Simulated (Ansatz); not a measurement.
Wanted: the native input for an Ansatz 0.2.0 run.

* Task: band structure
* Functional: LDA
* Potentials or basis: all-electron LAPW, scalar-relativistic
* Cutoff: 163 eV (chosen from the basis error)
* Basis error allowed: 0.001 eV/atom
* k mesh: 9 × 9 × 9
* Occupations: fermi-dirac, width 0.05 eV
* Spin: no spin polarisation

Pb:

```
Pb
1.0
    -1.97966    1.97966    1.97966
     1.97966   -1.97966    1.97966
     1.97966    1.97966   -1.97966
Pb
1
Direct
  0.00000 0.00000 0.00000
```

This isn't the form of Pb at room conditions, which is fcc.

The input as run:

input.yaml

```yaml
crystal:
  lattice:
    - [-1.9796595667, 1.9796595667, 1.9796595667]
    - [1.9796595667, -1.9796595667, 1.9796595667]
    - [1.9796595667, 1.9796595667, -1.9796595667]
  atoms:
    - { symbol: Pb, position: [0.0, 0.0, 0.0] }
kpoints:
  mp_grid: { grid: [9, 9, 9] }
  band_path:
    path:
      - [0.0, 0.0, 0.0]
      - [0.5, -0.5, 0.5]
      - [0.0, 0.0, 0.5]
      - [0.0, 0.0, 0.0]
      - [0.25, 0.25, 0.25]
      - [0.5, -0.5, 0.5]
    npoints: 12
scf:
  occupations: { method: fermi_dirac, width: 0.05 }
hamiltonian:
  xc: lda
  pseudopotentials: { kind: all_electron, lapw: { basis_error: 0.001 } }
output:
  forces: true
  stress: true
  eigenvalues: true
```

Potentials or basis: all-electron LAPW, scalar-relativistic.

Command:

```sh
$ ansatz run input.yaml --threads 1 --pin off --max-ram 3072MiB --backend cpu --events-out ev --progress --plain --runs-dir out
```

It gave:

| Item | Value |
| --- | --- |
| Pressure | -3.4 GPa |
| Band gap along the path | none (metal or under the smearing width) |

Caveat: spin-orbit coupling is left out, which moves the levels of the heavy elements.

Wall time 4.6 s on 1 thread of Arm Neoverse V2, on a shared host, peak memory 0.23 GiB.
